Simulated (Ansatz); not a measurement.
## From three elastic constants to directional properties of GaP

Theory: DFT PBE, scalar-relativistic, plane waves, PAW in Ansatz 0.2.0. Plane waves to 420 eV; Γ-centred k mesh 8×8×8; fixed occupations. No spin polarisation.

Equilibrium structure at this level:
```xyz
2
Lattice="0.0000 2.7530 2.7530 2.7530 0.0000 2.7530 2.7530 2.7530 0.0000" Properties=species:S:1:pos:R:3 pbc="T T T"
Ga    0.0000    0.0000    0.0000
P     1.3765    1.3765    1.3765
```

With ions relaxed, on the cubic axes: C11 = 125.5, C12 = 52.5, C44 = 64.6 GPa. The density is 4.007 g/cm³.

Task: Is the crystal stable against strain, and how anisotropic is it?

Result: Born's conditions hold: C11 + 2C12 = 230.6, C11 − C12 = 73.0 and C44 = 64.6 GPa are all positive. B = (C11 + 2C12)/3 = 76.9 GPa. The two shear moduli are C44 and C′ = (C11 − C12)/2 = 36.5 GPa, so Zener's ratio is A = C44/C′ = 1.77: the tetragonal shear C′ is the soft one, as in many fcc and bcc metals and zincblende crystals. The Cauchy pressure C12 − C44 is -12.0 GPa; it would vanish for pair forces between atoms on inversion centres at zero pressure, and a negative value is usual with directional bonding, though many-body forces give one in some ionic oxides too.

Task: Give the sound speeds along the three symmetry directions.

Result: The Christoffel equation gives ρv² for each branch:
| direction | branch | ρv² | GPa | v (m/s) |
| --- | --- | --- | --- | --- |
| [100] | L | C11 | 125.5 | 5597 |
| [100] | T (×2) | C44 | 64.6 | 4014 |
| [110] | L | (C11 + C12 + 2C44)/2 | 153.6 | 6191 |
| [110] | T, u ∥ [001] | C44 | 64.6 | 4014 |
| [110] | T, u ∥ [1-10] | (C11 − C12)/2 | 36.5 | 3018 |
| [111] | L | (C11 + 2C12 + 4C44)/3 | 163.0 | 6377 |
| [111] | T (×2) | (C11 − C12 + C44)/3 | 45.8 | 3383 |

In a piezoelectric crystal some branches stiffen further, which is left out.

Task: How does Young's modulus depend on direction?

Result: Inverting gives S11 = 10.582, S12 = -3.123, S44 = 15.489 TPa⁻¹. Along a unit vector (l, m, n), 1/E = S11 − 2(S11 − S12 − S44/2)(l²m² + m²n² + n²l²), where the last bracket is 0, 1/4 and 1/3 for [100], [110] and [111]: E = 95, 132 and 151 GPa. With A > 1 the body diagonal is stiffest. For a film on (001), the biaxial modulus is C11 + C12 − 2C12²/C11 = 134 GPa and the normal strain is −2C12/C11 = -0.84 times the in-plane one.

GaP resists shear very unevenly, and the tetrahedral bond network explains why. A tetragonal shear leaves all the bonds, which lie along ⟨111⟩, unchanged in length to first order, so C′ measures almost purely the resistance of the sp³ framework to bond bending. The shear behind C44 also stretches and compresses bonds, and the internal displacement of the two sublattices relieves only part of that cost. The same distinction makes Young's modulus largest along [111], where the load acts directly on one set of bonds, and smallest along [100], where opening bond angles accommodates much of the strain. It also makes the [110] shear wave polarised along [1-10] the slowest, at 3018 m/s.

The bulk modulus of 76.9 GPa is below the measured value, as expected from PBE's tendency to overestimate the lattice constant and thus weaken the bonds. The anisotropy ratio is probably more reliable, since this softening partly cancels in it. The positive moduli establish stability against small homogeneous strains, not against short-wavelength phonons.
